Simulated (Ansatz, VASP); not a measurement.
# Two plane-wave programs on SrO

```xyz
4
Lattice="4.1418 0.0000 0.0000 -2.0709 3.5869 0.0000 0.0000 0.0000 5.4938" Properties=species:S:1:pos:R:3 pbc="T T T"
Sr    0.0000    2.3913    5.1539
Sr    2.0709    1.1956    2.4070
O     0.0000    2.3913    2.4001
O     2.0709    1.1956    5.1470
```

Alike in both runs: task single point; functional PBE; k mesh 9 × 9 × 6; occupations gaussian, width 0.05 eV; no spin polarisation.

|  | VASP | Ansatz |
| --- | --- | --- |
| version | VASP 6.6.1 | Ansatz 0.2.0 |
| potentials or method | VASP PAW PBE potentials, release 64 (Sr_sv, O) | scalar-relativistic, plane waves, PAW |
| plane-wave cutoff (eV) | 520 | 420 |
| valence electrons in the cell | 32 | 32 |

```tsv
	VASP	Ansatz	Ansatz less VASP
gap on the k mesh at the Fermi level (eV)	2.59	2.60	+0.003
least direct gap on the mesh (eV)	2.80	2.82	+0.012
pressure (GPa)	2.3	1.8	-0.52
largest component of the traceless stress (GPa)	5.77	5.45	-0.318
```

With one functional, cell and mesh, what is left measures potentials, basis and numerics.

Caveats: an odd mesh through Γ misses points on the zone boundary, where band edges often lie. As with any semilocal functional, this PBE gap is likely too small.
